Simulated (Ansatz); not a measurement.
## AlPt in Ansatz: the effect of functional

The system is AlPt.

```
Pt Al
1.0
     3.04976    0.00000    0.00000
     0.00000    3.04976    0.00000
     0.00000    0.00000    3.04976
Pt Al
1 1
Cartesian
  1.5249 1.5249 1.5249
  0.0000 0.0000 0.0000
```

Measurements of this composition are mostly on another form, of space group No. 198.

The cell isn't the ideal one: volume scaled by 0.96.

Alike in all runs:

```yaml
Program: Ansatz 0.2.0
Task: single point
Potentials_or_basis: Ansatz PAW
k_mesh: 9 × 9 × 9
Occupations: fermi-dirac, width 0.05 eV
Spin: no spin polarisation
```

```tsv
functional	cutoff	pressure (GPa)
LDA	420 eV (not typed: the program's choice for these potentials)	-2.3
PBEsol	420 eV (not typed: the program's choice for these potentials)	?
r2SCAN	500 eV (not typed: the program's choice for these potentials)	3.4
```

Q: What does the run with functional PBEsol give?

A: Pressure 2.1 GPa.

Caveats: the PAW data sets come from PBE, with cores solved anew for the run's functional, which leaves a small shift of forces and pressure.

Runs at the PBE level aren't shown here.
